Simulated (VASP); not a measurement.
Input of a VASP 6.6.1 run:

File POSCAR:

```
Si
1.0
    0.0000000000      2.7218511865      2.7218511865
    2.7218511865      0.0000000000      2.7218511865
    2.7218511865      2.7218511865      0.0000000000
Si
2
Direct
    0.5000000000      0.5000000000      0.5000000000
    0.7500000000      0.7500000000      0.7500000000
```

Contents of INCAR.step1:

```
SYSTEM = Si
PREC = Accurate
ENCUT = 520
EDIFF = 1E-5
ISMEAR = -1
SIGMA = 0.05
LREAL = .False.
LASPH = .True.
NELM = 100
ALGO = Normal
ISIF = 2
LWAVE = .True.
NBANDS = 11
GGA = PE
```

The input INCAR.step2:

```
SYSTEM = Si
PREC = Accurate
ENCUT = 520
EDIFF = 1E-7
ISMEAR = -1
SIGMA = 0.05
LREAL = .False.
LASPH = .True.
NELM = 100
ALGO = Normal
ISIF = 2
LWAVE = .False.
LCHARG = .False.
GGA = PE
LHFCALC = .True.
HFSCREEN = 0.2
AEXX = 0.2
PRECFOCK = Fast
NBANDS = 11
ISTART = 1
```

File KPOINTS:

```
regular mesh
0
Gamma
  4 4 4
  0 0 0
```

Potentials or basis: VASP PAW PBE potentials, release 64 (Si).

Run with:

```bash
$ cat potpaw_PBE.64/Si/POTCAR > POTCAR
$ cp INCAR.step1 INCAR
$ mpirun -np 1 vasp_std > vasp.out
$ cp INCAR.step2 INCAR
$ mpirun -np 1 vasp_std > vasp.out
```

Predict the band gap on the k mesh.

1.22 eV, indirect (least direct gap 3.20 eV).

Estimate the pressure.

0.4 GPa.

Caveat: the k mesh is coarse (spacing up to 0.50 Å⁻¹), so the values aren't converged, least of all with exact exchange; the PAW data sets were made with another functional, which shifts forces and pressure a little. A k mesh can miss the band edges.
